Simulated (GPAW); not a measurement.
The system is ZrS.

```
Zr S
1.0
     0.00000    2.62500    2.62500
     2.62500    0.00000    2.62500
     2.62500    2.62500    0.00000
Zr S
1 1
Direct
  0.00000 0.00000 0.00000
  0.50000 0.50000 0.50000
```

```yaml
Program: GPAW 26.7.0
Task: relaxation of cell and atoms
Functional: BLYP
Potentials_or_basis: PAW data sets generated in the run's folder for this functional
Cutoff: 600 eV
Basis: pw
k_mesh: 9 × 9 × 9
Occupations: fermi-dirac, width 0.05 eV
Spin: no spin polarisation
```

At the start: pressure 4.5 GPa; volume 18.09 Å³/atom.

How do energy, volume and symmetry change on relaxing?

Over 3 steps the energy falls by 9.7 meV/atom and the volume is 18.74 Å³/atom (+3.6 %); space group Fm-3m (No. 225, to 0.05 Å).

The path:
```
step  energy change (eV)  largest force (eV/Å)  pressure (GPa)  volume (Å³)
   1              0.0000                0.0000            4.55        36.18
   2             -0.0100                0.0000            3.09        36.58
   3             -0.0195                0.0000            0.13        37.47
```

Final structure:
```
CELL_PARAMETERS angstrom
0.00000 2.65600 2.65600
2.65600 0.00000 2.65600
2.65600 2.65600 0.00000
ATOMIC_POSITIONS crystal
Zr 0.00000 0.00000 0.00000
S 0.50000 0.50000 0.50000
```

Caveat: later steps reuse the first step's grids.
